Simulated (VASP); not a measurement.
# SnS (Pnma) in VASP: single point with PBE

Aim: the single point of SnS with PBE.

Program: VASP 6.6.1. These are calculated values, not measurements. Logs are shortened: lines on timing, memory, paths and dates and some standing lists are left out, and cuts for length are marked.

**The experiment to reproduce.**

From “Linear dichroism of the optical properties of SnS and SnSe van der Waals crystals”, 2024, arxiv:2409.17412, for a bulk crystal of SnS at 300 K: band gap 1.09 eV (indirect).

The results are compared with them further down.

## (1) The structure

The structure is orthorhombic, space group Pnma (No. 62). Conventional cell: a = 11.200 Å, b = 3.987 Å, c = 4.334 Å, α = 90.00°, β = 90.00°, γ = 90.00°. Around Sn (site symmetry m) lie 3 S at 2.63 to 2.67 Å. S (site symmetry m) is surrounded by 3 Sn at 2.63 to 2.67 Å.

## (2) Single point, PBE

Contents of INCAR:

```
PREC = Accurate
ENCUT = 520
EDIFF = 1E-7
ISMEAR = 0
SIGMA = 0.01
LREAL = F
LASPH = T
NELM = 100
ALGO = Fast
ISIF = 2
LWAVE = F
LCHARG = T
GGA = PE
LELF = T
LVHAR = T
NBANDS = 50
```

Contents of KPOINTS:

```
Automatic mesh
0
Gamma
  2 4 4
```

Contents of POSCAR:

```
SnS
1.0
   11.2000000000      0.0000000000      0.0000000000
    0.0000000000      3.9870000000      0.0000000000
    0.0000000000      0.0000000000      4.3340000000
Sn S
4 4
Direct
    0.1194000000      0.2500000000      0.1198000000
    0.3806000000      0.7500000000      0.6198000000
    0.6194000000      0.2500000000      0.3802000000
    0.8806000000      0.7500000000      0.8802000000
    0.8508000000      0.2500000000      0.4793000000
    0.6492000000      0.7500000000      0.9793000000
    0.3508000000      0.2500000000      0.0207000000
    0.1492000000      0.7500000000      0.5207000000
```

Potentials or basis: VASP PAW PBE potentials, release 64 (Sn_d, S).

Started as:

```sh
$ cat potpaw_PBE.64/Sn_d/POTCAR potpaw_PBE.64/S/POTCAR > POTCAR
$ mpirun -np 1 vasp_std > vasp.out
```

OUTCAR:

```text
PREC = Accurate
   ENCUT = 520
   EDIFF = 1E-7
   ISMEAR = 0
   LREAL = F
   LASPH = T
   NELM = 100
   ISIF = 2
   GGA = PE

 ion  position               nearest neighbor table
   1  0.119  0.250  0.120-   7 2.63   8 2.67   8 2.67   4 3.49   4 3.49
   2  0.381  0.750  0.620-   8 2.63   7 2.67   7 2.67   3 3.49   3 3.49
   3  0.619  0.250  0.380-   5 2.63   6 2.67   6 2.67   2 3.49   2 3.49
   4  0.881  0.750  0.880-   6 2.63   5 2.67   5 2.67   1 3.49   1 3.49
   5  0.851  0.250  0.479-   3 2.63   4 2.67   4 2.67
   6  0.649  0.750  0.979-   4 2.63   3 2.67   3 2.67
   7  0.351  0.250  0.021-   1 2.63   2 2.67   2 2.67
   8  0.149  0.750  0.521-   2 2.63   1 2.67   1 2.67

  LATTYP: Found a simple orthorhombic cell.
 ALAT       =     3.9870000000
 B/A-ratio  =     1.0870328568
 C/A-ratio  =     2.8091296714

  Lattice vectors:

 A1 = (   0.0000000000,   3.9870000000,   0.0000000000)
 A2 = (   0.0000000000,   0.0000000000,   4.3340000000)
 A3 = (  11.2000000000,   0.0000000000,   0.0000000000)

Analysis of symmetry for initial positions (statically):
=====================================================================
 Subroutine PRICEL returns:
 Original cell was already a primitive cell.

 Routine SETGRP: Setting up the symmetry group for a
 simple orthorhombic supercell.

 Subroutine GETGRP returns: Found  8 space group operations
 (whereof  2 operations were pure point group operations)
 out of a pool of  8 trial point group operations.

The static configuration has the point symmetry S_2 .
 The point group associated with its full space group is D_2h.

Analysis of symmetry for dynamics (positions and initial velocities):
=====================================================================
 Subroutine PRICEL returns:
 Original cell was already a primitive cell.

 Routine SETGRP: Setting up the symmetry group for a
 simple orthorhombic supercell.

 Subroutine GETGRP returns: Found  8 space group operations
 (whereof  2 operations were pure point group operations)
 out of a pool of  8 trial point group operations.

The dynamic configuration has the point symmetry S_2 .
 The point group associated with its full space group is D_2h.

 Subroutine INISYM returns: Found  8 space group operations
 (whereof  2 operations are pure point group operations),
 and found     1 'primitive' translations

----------------------------------------------------------------------------------------

                                     Primitive cell

  volume of cell :     193.5322

  direct lattice vectors                    reciprocal lattice vectors
    11.200000000  0.000000000  0.000000000     0.089285714  0.000000000  0.000000000
     0.000000000  3.987000000  0.000000000     0.000000000  0.250815149  0.000000000
     0.000000000  0.000000000  4.334000000     0.000000000  0.000000000  0.230733733

  length of vectors
    11.200000000  3.987000000  4.334000000     0.089285714  0.250815149  0.230733733

  position of ions in fractional coordinates (direct lattice)
     0.119400000  0.250000000  0.119800000
     0.380600000  0.750000000  0.619800000
     0.619400000  0.250000000  0.380200000
     0.880600000  0.750000000  0.880200000
     0.850800000  0.250000000  0.479300000
     0.649200000  0.750000000  0.979300000
     0.350800000  0.250000000  0.020700000
     0.149200000  0.750000000  0.520700000

  ion indices of the primitive-cell ions
   primitive index   ion index
                 1           1
                 2           2
                 3           3
                 4           4
                 5           5
                 6           6
                 7           7
                 8           8

----------------------------------------------------------------------------------------

 KPOINTS: Automatic mesh

Automatic generation of k-mesh.
 Grid dimensions read from file:
 generate k-points for:    2    4    4

 Generating k-lattice:

  Cartesian coordinates                     Fractional coordinates (reciprocal lattice)
     0.044642857  0.000000000  0.000000000     0.500000000  0.000000000  0.000000000
     0.000000000  0.062703787  0.000000000     0.000000000  0.250000000  0.000000000
     0.000000000  0.000000000  0.057683433     0.000000000  0.000000000  0.250000000

  Length of vectors
     0.044642857  0.062703787  0.057683433

  Shift w.r.t. Gamma in fractional coordinates (k-lattice)
     0.000000000  0.000000000  0.000000000

 Subroutine IBZKPT returns following result:
 ===========================================

 Found     18 irreducible k-points:

 Following reciprocal coordinates:
            Coordinates               Weight
  0.000000  0.000000  0.000000      1.000000
  0.500000  0.000000  0.000000      1.000000
  0.000000  0.250000  0.000000      2.000000
  0.500000  0.250000  0.000000      2.000000
  0.000000  0.500000  0.000000      1.000000
  0.500000  0.500000  0.000000      1.000000
[... 10 lines left out ...]
  0.000000  0.500000  0.500000      1.000000
  0.500000  0.500000  0.500000      1.000000
   k-points           NKPTS =     18   k-points in BZ     NKDIM =     18   number of bands    NBANDS=     50
   number of dos      NEDOS =    301   number of ions     NIONS =      8
   total plane-waves  NPLWV =  80640
   dimension x,y,z NGX =    84 NGY =   30 NGZ =   32
   dimension x,y,z NGXF=   168 NGYF=   60 NGZF=   64
   ions per type =               4   4
   NGX,Y,Z   is equivalent  to a cutoff of  12.47, 12.51, 12.27 a.u.
   NGXF,Y,Z  is equivalent  to a cutoff of  24.94, 25.02, 24.55 a.u.
 SYSTEM =  unknown system
   PREC   = accura    normal or accurate (medium, high low for compatibility)
   ISTART =      0    job   : 0-new  1-cont  2-samecut
   ICHARG =      2    charge: 1-file 2-atom 10-const
   ISPIN  =      1    spin polarized calculation?
   LNONCOLLINEAR =      F non collinear calculations
   LSORBIT =      F    spin-orbit coupling
   LASPH  =      T    aspherical Exc in radial PAW
   ENCUT  =  520.0 eV  38.22 Ry    6.18 a.u.  20.82  7.41  8.06*2*pi/ulx,y,z
   NELM   =    100;   NELMIN=  2; NELMDL= -5     # of ELM steps
   EDIFF  = 0.1E-06   stopping-criterion for ELM
   LREAL  =      F    real-space projection
   EDIFFG = 0.1E-05   stopping-criterion for IOM
   NSW    =      0    number of steps for IOM
   IBRION =     -1    ionic relax: 0-MD 1-quasi-New 2-CG
   NFREE  =      0    steps in history (QN), initial steepest desc. (CG)
   ISIF   =      2    stress and relaxation
   ISYM   =      2    0-nonsym 1-usesym 2-fastsym
   POTIM  = 0.5000    time-step for ionic-motion
   TEBEG  =    0.0;   TEEND  =   0.0 temperature during run
   PSTRESS=    0.0 pullay stress
   NELECT =      80.0000    total number of electrons
   NUPDOWN=      -1.0000    fix difference up-down
   EMIN   =  10.00;   EMAX   =-10.00  energy-range for DOS
   EFERMI =   0.00;   METHOD = LEGACY
   ISMEAR =     0;   SIGMA  =   0.01  broadening in eV -4-tet -1-fermi 0-gaus
   EFERMI_NEDOS =   21; number of points for ismear=-14 and -15
   IALGO  =     68    algorithm
   IMIX   =      4    mixing-type and parameters
     AMIX     =   0.40;   BMIX     =  1.00
     AMIX_MAG =   1.60;   BMIX_MAG =  1.00
  volume/ion in A,a.u.               =      24.19       163.25
  Fermi-wavevector in a.u.,A,eV,Ry     =   1.219515  2.304549 20.234810  1.487217
  Thomas-Fermi vector in A             =   2.354764
   LORBIT       =      0    0 simple, 1 ext, 2 COOP (PROOUT), +10 PAW based schemes
   GGA     = PE    functional components
   LHFCALC =     F    Hartree Fock is set to
   AEXX    =    0.0000 exact exchange contribution
   IVDW    =     0    specifies the selected vdW correction
   LEPSILON=     F    determine dielectric tensor
   LRPA    =     F    only Hartree local field effects (RPA)
 non-spin polarized calculation
 RMM-DIIS sequential band-by-band and
 Gauss-broadening in eV      SIGMA  =   0.01
  energy-cutoff  :      520.00
  volume of cell :      193.53
 maximum number of plane-waves:      5248
 NGX is ok and might be reduce to    84
   NGX = 41   NGY = 15   NGZ = 17

 number of electron      80.0000033 magnetization

 Free energy of the ion-electron system (eV)
  ---------------------------------------------------
  ext. energy  EPLUGINS =         0.00000000
  ---------------------------------------------------
  free energy    TOTEN  =       -35.40994381 eV

  energy without entropy =      -35.40994381  energy(sigma->0) =      -35.40994381

 E-fermi :   6.2113     XC(G=0):  -9.8476

 val. band max:        6.1660214938   @ k =   0.5000   0.0000   0.5000
 cond. band min:       7.1478202642   @ k =   0.0000   0.0000   0.0000
 fundamental gap:      0.9817987704
 Fermi energy:         6.2112949303

 k-point     1 :       0.0000    0.0000    0.0000
  band No.  band energies     occupation
      1     -15.0799      2.00000
      2     -15.0625      2.00000
      3     -15.0578      2.00000
      4     -15.0507      2.00000
      5     -15.0466      2.00000
      6     -15.0413      2.00000
[... 42 lines left out ...]
     49      11.3799      0.00000
     50      11.7762      0.00000

 k-point     2 :       0.5000    0.0000    0.0000
  band No.  band energies     occupation
      1     -15.0728      2.00000
      2     -15.0728      2.00000
      3     -15.0536      2.00000
      4     -15.0536      2.00000
      5     -15.0451      2.00000
      6     -15.0451      2.00000
[... 42 lines left out ...]
     49      11.2575      0.00000
     50      11.2584      0.00000

 k-point     3 :       0.0000    0.2500    0.0000
  band No.  band energies     occupation
      1     -15.0636      2.00000
      2     -15.0591      2.00000
      3     -15.0540      2.00000
      4     -15.0520      2.00000
      5     -15.0446      2.00000
      6     -15.0427      2.00000
[... 42 lines left out ...]
     49      10.8064      0.00000
     50      11.3500      0.00000

 k-point     4 :       0.5000    0.2500    0.0000
  band No.  band energies     occupation
      1     -15.0614      2.00000
      2     -15.0614      2.00000
      3     -15.0526      2.00000
      4     -15.0526      2.00000
      5     -15.0443      2.00000
      6     -15.0443      2.00000
[... 681 lines left out ...]
 k-point    17 :       0.0000    0.5000    0.5000
  band No.  band energies     occupation
      1     -15.0807      2.00000
      2     -15.0807      2.00000
      3     -15.0706      2.00000
      4     -15.0706      2.00000
      5     -15.0412      2.00000
      6     -15.0412      2.00000
[... 42 lines left out ...]
     49      12.0304      0.00000
     50      12.6553      0.00000

 k-point    18 :       0.5000    0.5000    0.5000
  band No.  band energies     occupation
      1     -15.0758      2.00000
      2     -15.0758      2.00000
      3     -15.0758      2.00000
      4     -15.0758      2.00000
      5     -15.0372      2.00000
      6     -15.0372      2.00000
[... 42 lines left out ...]
     49      12.7209      0.00000
     50      12.7217      0.00000

------------------------ aborting loop because EDIFF is reached ----------------------------------------

  FORCE on cell =-STRESS in cart. coord.  units (eV):
  Direction    XX          YY          ZZ          XY          YZ          ZX
  --------------------------------------------------------------------------------------
  -------------------------------------------------------------------------------------
  Total        3.2401651      2.7979162      2.1915327      0.0000000     -0.0000000      0.0000000
  in kB       26.8240627     23.1628564     18.1428446      0.0000000     -0.0000000      0.0000000
  external PRESSURE =      22.7099212 kB  Pullay stress =       0.0000000 kB

 VOLUME and BASIS-vectors are now :
 -----------------------------------------------------------------------------
  energy-cutoff  :      520.00
  volume of cell :      193.53
      direct lattice vectors                 reciprocal lattice vectors
    11.200000000  0.000000000  0.000000000     0.089285714  0.000000000  0.000000000
     0.000000000  3.987000000  0.000000000     0.000000000  0.250815149  0.000000000
     0.000000000  0.000000000  4.334000000     0.000000000  0.000000000  0.230733733

 POSITION                                       TOTAL-FORCE (eV/Angst)
 -----------------------------------------------------------------------------------
      1.33728      0.99675      0.51921        -0.077094      0.000000     -0.064592
      4.26272      2.99025      2.68621         0.077094     -0.000000     -0.064592
      6.93728      0.99675      1.64779        -0.077094     -0.000000      0.064592
      9.86272      2.99025      3.81479         0.077094     -0.000000      0.064592
      9.52896      0.99675      2.07729         0.112000     -0.000000     -0.063147
      7.27104      2.99025      4.24429        -0.112000     -0.000000     -0.063147
      3.92896      0.99675      0.08971         0.112000      0.000000      0.063147
      1.67104      2.99025      2.25671        -0.112000     -0.000000      0.063147
 -----------------------------------------------------------------------------------
    total drift:                                0.000000     -0.000000      0.000000

  FREE ENERGIE OF THE ION-ELECTRON SYSTEM (eV)
  ---------------------------------------------------
  free  energy   TOTEN  =       -35.4099438091 eV

  energy  without entropy=      -35.4099438091  energy(sigma->0) =      -35.40994381
```

Run time: 3.8 min. Hardware: 1 thread of Intel Xeon Platinum 8488C (Sapphire Rapids), shared host; peak memory 0.33 GiB.

What came out:

- Free energy: -35.4099 eV
- Pressure: 2.3 GPa
- Largest force: 0.129 eV/Å
- Band gap on the k mesh: 0.98 eV, indirect (least direct gap 1.41 eV)

Forces in eV/Å, atoms in the order of the input:
```
Sn  -0.077  0.000 -0.065
Sn   0.077  0.000 -0.065
Sn  -0.077  0.000  0.065
Sn   0.077  0.000  0.065
S    0.112  0.000 -0.063
S   -0.112  0.000 -0.063
S    0.112  0.000  0.063
S   -0.112  0.000  0.063
```

Levels at points of the mesh, in eV from the valence-band top:
| k point | band 37 | band 38 | band 39 | band 40 | band 41 | band 42 | band 43 | band 44 |
| --- | --- | --- | --- | --- | --- | --- | --- | --- |
| (0.00, 0.00, 0.00) | -1.87 | -1.14 | -0.75 | -0.49 | 0.98 | 2.98 | 3.02 | 3.09 |
| (0.50, 0.00, 0.00) | -2.09 | -2.09 | -0.58 | -0.58 | 2.70 | 2.70 | 2.75 | 2.75 |
| (0.00, 0.50, 0.00) | -0.97 | -0.97 | -0.88 | -0.88 | 1.32 | 1.32 | 1.72 | 1.72 |
| (0.50, 0.50, 0.00) | -1.03 | -1.03 | -1.03 | -1.03 | 1.69 | 1.69 | 1.69 | 1.69 |
| (0.00, 0.00, 0.50) | -0.93 | -0.93 | -0.04 | -0.04 | 1.55 | 1.55 | 2.03 | 2.03 |
| (0.50, 0.00, 0.50) | -0.73 | -0.73 | 0.00 | 0.00 | 1.50 | 1.50 | 1.99 | 1.99 |
| (0.00, 0.50, 0.50) | -2.36 | -2.36 | -1.42 | -1.42 | 2.85 | 2.85 | 3.04 | 3.04 |
| (0.50, 0.50, 0.50) | -1.61 | -1.61 | -1.61 | -1.61 | 2.69 | 2.69 | 2.69 | 2.69 |

Caveat: spin-orbit coupling is left out, which moves the levels of the heavy elements.

## (3) Comparison with measurements

Step 2. A measured gap of SnS is 1.09 eV (indirect; 300 K; “Linear dichroism of the optical properties of SnS and SnSe van der Waals crystals”, 2024, arxiv:2409.17412); the calculated 0.98 eV misses it by -0.11 eV. 2 values of this kind are on record (1.09 to 1.16 eV); this one was drawn at random. Spin-orbit coupling on Sn is left out. The value is that of PBE on a finite k mesh, which can miss the band edges, without temperature or zero-point motion. Semilocal functionals fall short of measured gaps as a rule.
